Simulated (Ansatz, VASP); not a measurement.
# Two plane-wave programs on SnTe

```xyz
2
Lattice="0.0000 3.6351 3.6351 3.6351 0.0000 3.6351 3.6351 3.6351 0.0000" Properties=species:S:1:pos:R:3 pbc="T T T"
Te    1.8175    1.8175    1.8175
Sn    0.0000    0.0000    0.0000
```

Measurements of this composition are mostly on another form, of space group No. 225.

Alike in both runs: task single point; functional LDA; k mesh 6 × 6 × 6; occupations fermi-dirac, width 0.05 eV; no spin polarisation.

```csv
,VASP,Ansatz
version,VASP 6.6.1,Ansatz 0.2.0
potentials or method,"VASP PAW LDA potentials, release 64 (Te, Sn_d)",Ansatz PAW
plane-wave cutoff (eV),520,420
valence electrons in the cell,20,30
```

```tsv
	VASP	Ansatz	Ansatz less VASP
gap on the k mesh at the Fermi level (eV)	0.24	0.25	+0.009
least direct gap on the mesh (eV)	0.74	0.75	+0.007
pressure (GPa)	-2.5	-2.6	-0.03
```

The two sets of potentials don't hold the same shells in valence.

Caveats: spin-orbit coupling is left out, which moves the levels of the heavy elements; the PAW data sets come from PBE, with cores solved anew for the run's functional, which leaves a small shift of forces and pressure (Ansatz).
